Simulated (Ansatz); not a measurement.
FeO (Wuestite):

```
Fe O
1.0
     0.00000    2.15540    2.15540
     2.15540    0.00000    2.15540
     2.15540    2.15540    0.00000
Fe O
1 1
Direct
  0.00000 0.00000 0.00000
  0.50000 0.50000 0.50000
```

Below is the output of Ansatz 0.2.0 for this cell. Logs are shortened: lines on timing, memory, paths and dates and some standing lists are left out, and cuts for length are marked.

```text
Warning: RAYON_NUM_THREADS=2 ignored (pool sized by the plan → 2); use --threads N
The last accepted step is kept in <dir> (removed where the run ends without a failure and the disk answers)
LAPW: plane waves up to 9.893 Å⁻¹, error target 1.0e-3 eV per atom; small_component_spin mean_spin; O in spheres of 0.950 Å, 8 of its electrons in bands, Dirac shells []; Fe in spheres of 1.141 Å, 16 of its electrons in bands, Dirac shells [] (how accurate: hamiltonian.pseudopotentials.lapw.basis_error, Limitations)
Engine: ansatz 0.2.0, aarch64-unknown-linux-gnu
Pseudopotentials: kind: all_electron
Pseudopotential: Fe, LAPW, valence charge 16, lapw/all_electron/scalar/gaussian/Fe, Koelling and Harmon's equation, gaussian nucleus
Pseudopotential: O, LAPW, valence charge 8, lapw/all_electron/scalar/gaussian/O, Koelling and Harmon's equation, gaussian nucleus
Functional definition: PBEsol
  exchange = pbesol_x
  correlation = pbesol_c
Crystal: 2 atoms, lattice volume = 20.027 Å³
Basis set: ecut = 372.9041257137593 eV, 331 PW (Γ), exchange–correlation at level 2
Bands: 18, of which v1, the nominal top of the filled ones, is band 12 counted from 1 (11 counted from 0)
Symmetry: 48 space group operations
Space group: Fm-3m (ITA 225), of the structure as read, at distance tolerance 2.7e-5 Å
Magnetic group: BNS 225.116 (UNI 1618), of the structure as read, at distance tolerance 2.7e-5 Å
k-points: 56 of 1331
Non-local potential: Fe, projectors of the file, none
Non-local potential: O, projectors of the file, none
Initial density: superposition of atomic densities (chi_scale 0.1, normalization cell, long waves kept (reshape's long-wave potential 0.00 eV rms))
Starting moments: Σ|m| = 3 μB on 1 of 2 sites
Initial wavefunctions: plane waves of lowest kinetic energy (no species holds an atomic orbital)
Functional: x = pbesol(κ = 0.804, μ = 0.12345679012345678), c = pbesol(β = 0.046)
iter 1 solved again at ethr=5.97e-3 eV; its pass at ethr=1.00e-1 eV (dr2=1.43e0 eV) is discarded
SCF iter   1: F=—  HF=-36643.514220 eV  |F-HF|=—  |Δ(HF+E_count)|=         —  Δρ=4.82e-2 (↑4.79e-2 ↓4.82e-2)  dr2=1.43e0  dr2_m=1.32e-1  M=3.650 μB ∫|m|=3.650 μB  β_m=0.30  ethr=5.97e-3  ⟨swp⟩=2.0  Hψ=12987  notcnv=0
Mixer restart at iter 1: flushing history
preconditioner: auto → none  [metal: Δε(μ)=0.015 eV  Ē_g=13.506 eV  σ=0.050 eV  W_gap=0.08  n_scr=8 (ndim 8)  ℏωp=31.0 eV  f_vac=0.000  D(μ)=2.80/eV (n_scr^D=50)  sad-step TF]
SCF iter   2: F=—  HF=-36643.168975 eV  |F-HF|=—  |Δ(HF+E_count)|=   3.45e-1  Δρ=2.89e-2 (↑2.89e-2 ↓2.50e-2)  dr2=3.34e-1  dr2_m=7.01e-2  M=3.677 μB ∫|m|=3.678 μB  β_m=0.46  ethr=5.97e-3  ⟨swp⟩=2.0  Hψ=6030  notcnv=0
SCF iter   3: F=—  HF=-36643.343271 eV  |F-HF|=—  |Δ(HF+E_count)|=   1.74e-1  Δρ=2.26e-2 (↑2.03e-2 ↓2.26e-2)  dr2=2.25e-1  dr2_m=4.41e-2  M=3.917 μB ∫|m|=3.917 μB  β_m=0.55  ethr=1.39e-3  ⟨swp⟩=2.0  Hψ=6003  notcnv=0
iter 4 solved again at ethr=2.35e-5 eV; its pass at ethr=9.36e-4 eV (dr2=5.65e-3 eV) is discarded
[... 60 lines left out ...]
SCF converged after 3 iterations
Magnetization: 3.9991 μB (13.9996 up, 10.0004 down)
Absolute magnetization: 4.0086 μB (∫|ρ↑−ρ↓|)
Spin contamination: 0.0109 ħ² per cell (⟨S²⟩ above its minimum at these occupations)
Per-site moments (μB) at R_I (Å): [(3.580004742871896, 1.1238574504740964), (0.33092755532225926, 0.9352941506500391)]
Free energy (F): -36643.434296 eV
Harris-Foulkes:  -36643.434296 eV  (|F-HF|=1.02e-9)
Internal energy: -36643.423452 eV  (E = F + TS)
E sigma→0 (E₀):  -36643.428874 eV
Entropy (-TS):   -0.010844 eV (-5.422 meV/atom)
Fermi energy:    15.473673 eV
--- Per-component energies (eV) ---
  E_band       = -1228.453296
  E_kinetic    = 37111.687590
  E_xc         = -1717.468089
  E_electrostatic = -72037.642953  (all electrons and nuclei)
  E_smearing   = -0.010844  (= −TS)
  E_closure    = 0.000000  (closes the sum)
  E_atoms      = -36626.719027  (free atoms, spherical and without spin; not in F)
  Σ components = -36643.434296   (vs F -36643.434296, Δ=0.00e0)
  Basis errors (estimates in eV, not in F): energy 3.7e-4 per atom: plane waves 3.4e-4 (1.9e-4 summed), levels above the bands 1.9e-109, relativity 4.5e-8, radial functions 3.4e-5, core shells 9.2e-8; eigenvalues (radial functions only) 3.7e-5; not estimated: angular momenta, meshes, grids; target (lapw.basis_error) 1.0e-3; muffin-tin radii O 0.935 Å, Fe 1.124 Å
--- Forces (eV/Å), atoms counted from 1 ---
  atom   1  Fe     0.00000000     0.00000000     0.00000000
  atom   2  O      0.00000000    -0.00000000     0.00000000
  max |Σ_I F_I| component: 1.59e-30 eV/Å
--- Stress (GPa, compression-positive) ---
        0.003045      -0.000000      -0.000000
       -0.000000       0.003045       0.000000
       -0.000000       0.000000       0.003045
  P = ⅓ Tr σ = 0.0030 GPa (0.030 kbar)
--- Relaxed structure (4 steps of the walk, 4 accepted, 1 SCFs on fresh bases) ---
  F+E_penalty+E_count = -36643.43429645 eV   max|allowed force component| = 7.822e-31 eV/Å   (the final SCF, on the basis selected at the relaxed cell)
  cell:  # Å, volume = 19.1329 Å³
    - [2.850223723718693e-34, 2.122836733822563, 2.122836733822563]
    - [2.122836733822563, 8.439210001306099e-35, 2.122836733822563]
    - [2.122836733822563, 2.122836733822563, 8.916901057567281e-35]
  atoms:
    - { symbol: Fe, position: [2.233842841684309e-35, -2.64338069599397e-34, 3.350764262528488e-35] }
    - { symbol: O, position: [0.5, 0.5, 0.5] }
```

Problem. What input gives this log?

Solution. Relaxation of cell and atoms with PBEsol, collinear spin, ferromagnetic start. The files as run (others can give the same):

input.yaml
```yaml
crystal:
  lattice:
    - [0.0, 2.1554, 2.1554]
    - [2.1554, 0.0, 2.1554]
    - [2.1554, 2.1554, 0.0]
  atoms:
    - { symbol: Fe, position: [0.0, 0.0, 0.0], spin: 3.0 }
    - { symbol: O, position: [0.5, 0.5, 0.5] }
kpoints:
  mp_grid: { grid: [11, 11, 11] }
scf:
  occupations: { method: fermi_dirac, width: 0.05 }
hamiltonian:
  xc: pbesol
  pseudopotentials: { kind: all_electron, lapw: { basis_error: 0.001 } }
magnetization:
  spin_polarized: true
output:
  forces: true
  stress: true
relax:
  f_tol: 0.005
  max_steps: 60
  cell: {}
```

Potentials or basis: all-electron LAPW, scalar-relativistic.
Command:
```console
$ ansatz run input.yaml --threads 2 --pin off --max-ram 6144MiB --backend cpu --events-out ev --progress --plain --runs-dir out
```

Caveat: a cell with one magnetic atom can't hold antiferromagnetic order, which such compounds often take.
